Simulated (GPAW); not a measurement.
The system is Te.

```xyz
3
Lattice="4.4540 0.0000 0.0000 -2.2270 3.8573 0.0000 0.0000 0.0000 5.9240" Properties=species:S:1:pos:R:3 pbc="T T T"
Te    1.6279    2.8197    0.0000
Te   -0.5991    1.0376    3.9493
Te    1.1981    0.0000    1.9747
```

```yaml
Program: GPAW 26.7.0
Task: relaxation of cell and atoms
Functional: PBEsol
Potentials_or_basis: PAW data sets generated in the run's folder for this functional
Cutoff: 600 eV
Basis: pw
k_mesh: 7 × 7 × 5
Occupations: fermi-dirac, width 0.05 eV
Spin: no spin polarisation
```

At the start: pressure -1.3 GPa; volume 33.93 Å³/atom.

Where does the relaxation end?

Over 12 steps the energy falls by 12.2 meV/atom and the volume is 31.80 Å³/atom (-6.3 %); space group P3_121 (No. 152, to 0.05 Å).

Step by step:
| step | energy change (eV) | largest force (eV/Å) | pressure (GPa) | volume (Å³) |
| --- | --- | --- | --- | --- |
| 1 | 0.0000 | 0.0658 | -1.33 | 101.78 |
| 2 | -0.0034 | 0.0811 | -1.17 | 101.37 |
| 3 | -0.0181 | 0.1969 | 0.32 | 97.82 |
| 4 | -0.0200 | 0.1841 | 0.32 | 97.64 |
| 5 | -0.0341 | 0.0110 | 0.15 | 95.75 |
| 6 | -0.0346 | 0.0158 | 0.00 | 95.75 |
| 7 | -0.0348 | 0.0252 | -0.04 | 95.69 |
| 8 | -0.0351 | 0.0350 | -0.08 | 95.60 |
| 9 | -0.0357 | 0.0384 | -0.11 | 95.47 |
| 10 | -0.0362 | 0.0275 | -0.10 | 95.38 |
| 11 | -0.0365 | 0.0087 | -0.04 | 95.38 |
| 12 | -0.0365 | 0.0004 | 0.00 | 95.40 |

Final structure:
```
Te
1.0
     4.30667    0.00000    0.00000
    -2.15334    3.72969    0.00000
     0.00000    0.00000    5.93934
Te
3
Direct
  0.71610 0.71610 0.00000
  0.00000 0.28390 0.66667
  0.28390 0.00000 0.33333
```

Caveat: later steps reuse the first step's grids.
